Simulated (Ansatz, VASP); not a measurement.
# Cross-check of C61N2 between VASP and Ansatz, part 3 of 3

One calculation is typed for both programs; each brings its own data sets. How far apart do they land? Of the first pair: The structure shown is the start of the Ansatz relaxation below; VASP solves that cell, so the two are compared at the walk's first step.

VASP 6.6.1 and Ansatz 0.2.0.

So far. Step 3 (VASP: single point, PBE, start cell, pair 1): The run ends at a pressure of 7.39 GPa, with forces up to 3.3 eV/Å.

### Step 6. VASP: single point, PBE, relaxed cell, pair 2

Level of this step: PBE, spin-polarised from a ferromagnetic start; plane waves and PAW (C, N) (VASP).

The same cell, functional, mesh and smearing now go to VASP, with its own data sets.

Input file INCAR:

```
SYSTEM = C61N2
PREC = Accurate
ENCUT = 520
EDIFF = 1E-06
NELM = 200
ISMEAR = -1
SIGMA = 0.01
LREAL = Auto
ALGO = Normal
GGA = PE
NELECT = 255
NBANDS = 176
ISPIN = 2
MAGMOM = 0 0 -0 0 0 -0 0 0 0 0 -0 0 -0 -0 0 0 0 0 0 -0 -0 -0 0 0 -0 -0 -0 -0 0.01 0 0 0 0.01 -0.01 -0.01 -0 -0 0.02 0.18 0.01 0.01 -0 -0.01 -0 0 0.18 0.02 0.01 0.01 -0.01 -0 -0 0 0 0 0.01 0 -0 -0 -0 0 0 0
LORBIT = 11
LWAVE = .FALSE.
LCHARG = .FALSE.
ISIF = 2
NUPDOWN = 1
LASPH = .TRUE.
GGA_COMPAT = .FALSE.
NCORE = 2
```

Input file POSCAR:

```
C61N2
1.0
    7.1439157100      0.0000000000      0.0000000000
    0.0000000000      7.1439157100      0.0000000000
    0.0000000000      0.0000000000      7.1439157100
C N
61 2
Direct
    0.9989967567      0.9982314522      0.2497038398
    0.9989967567      0.2497221608      0.9982131312
    0.2506031805      0.9982531366      0.9982348156
    0.1258989562      0.1256705958      0.3686664459
    0.1258989562      0.3686847669      0.1256522748
    0.3695810300      0.1254095721      0.1253912512
    0.0006006702      0.0005554044      0.7489343099
    0.0030150198      0.2525997836      0.4968899307
    0.2517495744      0.0024056680      0.4972573880
    0.2517495744      0.2522323263      0.7470840463
    0.1253569851      0.1255214060      0.8728406172
    0.1258989562      0.3808232684      0.6238191185
    0.3775397309      0.1288119402      0.6206777741
    0.3753429162      0.3747540176      0.8747356966
    0.0030150198      0.4969082517      0.2525814626
    0.0006006702      0.7489526309      0.0005370834
    0.2517495744      0.4972757090      0.0023873470
    0.2517495744      0.7471023673      0.2522140053
    0.1258989562      0.6238374395      0.3808049474
    0.1253569851      0.8728589382      0.1255030850
    0.3775397309      0.6206960951      0.1287936192
    0.3753429162      0.8747540176      0.3747356966
    0.9989967567      0.4997858745      0.7512582621
    0.9989967567      0.7512765831      0.4997675535
    0.2506031805      0.7512548988      0.7512365778
    0.1253569851      0.6239866293      0.8766307761
    0.1253569851      0.8766490971      0.6239683083
    0.3695810300      0.6240984631      0.6240801422
    0.3753503825      0.8747540176      0.8747356966
    0.4982845565      0.0018182993      0.2510994591
    0.4982845565      0.2511177801      0.0017999783
    0.7493890972      0.9999225700      0.9999042490
    0.7496892885      0.2498977043      0.2498793833
    0.6245951734      0.1263864009      0.3767512950
    0.6245951734      0.3767696160      0.1263680799
    0.8742239596      0.1245551973      0.1245368763
    0.8749285689      0.3747540176      0.3747356966
    0.4995301050      0.9993973934      0.7500923209
    0.5124049055      0.2418243369      0.5076653773
    0.7515647005      0.9985258404      0.4985766785
    0.7515647005      0.2509130357      0.7509638738
    0.6242404286      0.1250262144      0.8755065501
    0.6245951734      0.3727384193      0.6231033134
    0.8765508760      0.1255156001      0.6239741141
    0.8755438141      0.3747540176      0.8747356966
    0.5124049055      0.5076836983      0.2418060159
    0.4995301050      0.7501106419      0.9993790724
    0.7515647005      0.4985949995      0.9985075194
    0.7515647005      0.7509821948      0.2508947147
    0.6245951734      0.6231216344      0.3727200983
    0.6242404286      0.8755248711      0.1250078934
    0.8765508760      0.6239924351      0.1254972791
    0.8755438141      0.8747540176      0.3747356966
    0.4982845565      0.4983902552      0.7476714150
    0.4982845565      0.7476897360      0.4983719342
    0.7496892885      0.4996103310      0.4995920100
    0.7493890972      0.7495854653      0.7495671443
    0.6242404286      0.6244818209      0.8739648431
    0.6242404286      0.8739831642      0.6244634999
    0.8742239596      0.6249528379      0.6249345169
    0.8749097133      0.8747540176      0.8747356966
    0.2378414149      0.2373234174      0.2373050964
    0.2378414149      0.5121846178      0.5121662968
```

Input file KPOINTS:

```
Automatic mesh
0
Gamma
1 1 1
0 0 0
```

Potentials, in the order of the species: C and N (PBE family, release 64).

Launch:

```
$ mpirun -np 8 vasp_gam
```

Numbers of over 12 decimals in the logs are rounded to 6 here.

Log:

```text
[... set-up lines as in an earlier step ...]
 entering main loop
       N       E                     dE             d eps       ncg     rms          rms(c)
DAV:   1     0.183758028849E+04    0.18376E+04   -0.15508E+05   704   0.150E+03
DAV:   2    -0.398883685393E+03   -0.22365E+04   -0.20685E+04   936   0.348E+02
DAV:   3    -0.567326436493E+03   -0.16844E+03   -0.16586E+03   872   0.917E+01
DAV:   4    -0.571333478366E+03   -0.40070E+01   -0.39855E+01   872   0.150E+01
DAV:   5    -0.571432392878E+03   -0.98915E-01   -0.98702E-01   888   0.222E+00BRMIX: very serious problems
 the old and the new charge density differ
 old charge density:   254.00000 new  255.00000
    0.322E+01
DAV:   6    -0.554524812995E+03    0.16908E+02   -0.14607E+01   824   0.904E+00    0.189E+01
DAV:   7    -0.549374319304E+03    0.51505E+01   -0.14321E+01   816   0.861E+00    0.533E+00
DAV:   8    -0.549441489059E+03   -0.67170E-01   -0.73905E-01   872   0.223E+00    0.253E+00
DAV:   9    -0.549452771981E+03   -0.11283E-01   -0.10448E-01   872   0.946E-01    0.881E-01
[...]
DAV:  15    -0.549454727330E+03   -0.90865E-05   -0.64317E-06   824   0.797E-03    0.569E-03
DAV:  16    -0.549454729070E+03   -0.17402E-05   -0.24542E-06   632   0.451E-03    0.191E-03
DAV:  17    -0.549454729189E+03   -0.11871E-06   -0.14675E-07   448   0.125E-03
   1 F= -.54945473E+03 E0= -.54945473E+03  d E =-.244236E-11  mag=     1.0000
```

Parts of OUTCAR (step 6):

```text
  FREE ENERGIE OF THE ION-ELECTRON SYSTEM (eV)
  ---------------------------------------------------
  free  energy   TOTEN  =      -549.4547291892 eV

  energy  without entropy=     -549.4547291892  energy(sigma->0) =     -549.45472919

 magnetization (x)
# of ion       s       p       d       tot
------------------------------------------
    1        0.000   0.003   0.000   0.003
    2        0.000   0.003   0.000   0.003
    3       -0.000  -0.000   0.000  -0.000
    4       -0.000   0.000   0.000   0.000
    5       -0.000   0.000   0.000   0.000
    6       -0.000  -0.001   0.000  -0.001
    7        0.000   0.001   0.000   0.001
    8        0.000   0.002   0.000   0.003
    9        0.000   0.004   0.000   0.004
   10        0.000   0.004   0.000   0.004
   11        0.000  -0.000   0.000  -0.000
   12       -0.000   0.000   0.000   0.000
   13       -0.002  -0.001   0.000  -0.002
[...]
--------------------------------------------------
tot          0.067   0.569   0.000   0.637

[... 1 part as in an earlier step ...]
```

The run ends at a pressure of 8.58 GPa, with forces up to 0.031 eV/Å.

### Step 7. Comparison

What differs besides the data sets and the points named for the pairs above, as far as they apply: site moments are counted in spheres of each program's own size. Total energies have different zeros and are not compared.

The two programs side by side:

```csv
quantity,Ansatz,VASP,difference
"total moment, fixed by the input (μB)",1.00,1.00,0.00
moment on C46 (μB),0.18,0.24,-0.06
moment on C39 (μB),0.18,0.24,-0.06
```

At this near-relaxed geometry the largest component of a force difference is 27 meV/Å. The cell carries a charge of -1 e against a uniform background, so its pressure also hangs on how the neutralising background is counted, and in a defect's cell a gap may be the spacing between its levels.

### Step 8. Summary of results

```
r.m.s. force difference (single point, PBE, start cell, pair 1)       : 0.82 % of the r.m.s. force
difference in moment on C46 (single point, PBE, relaxed cell, pair 2) : -0.061 μB
```

The r.m.s. force difference is 0.82 % of the r.m.s. force (single point, PBE, start cell, pair 1), within the 3 % picked in this series as the mark of a large difference. How closely two codes agree says nothing of how well the functional describes the real material.

[Lines on the potential files, build, host, timing and source positions are cut from VASP's logs without a mark.]

[Logs are printed without paths, hosts, clocks, repeated set-up lines and the standing remarks that a program may print on its own settings, such as how far it seeks lower states.]

[Hosts, paths, dates, database ids (printed as entryN), source tags and the programs' standing remarks are cut or masked in the printed files.]
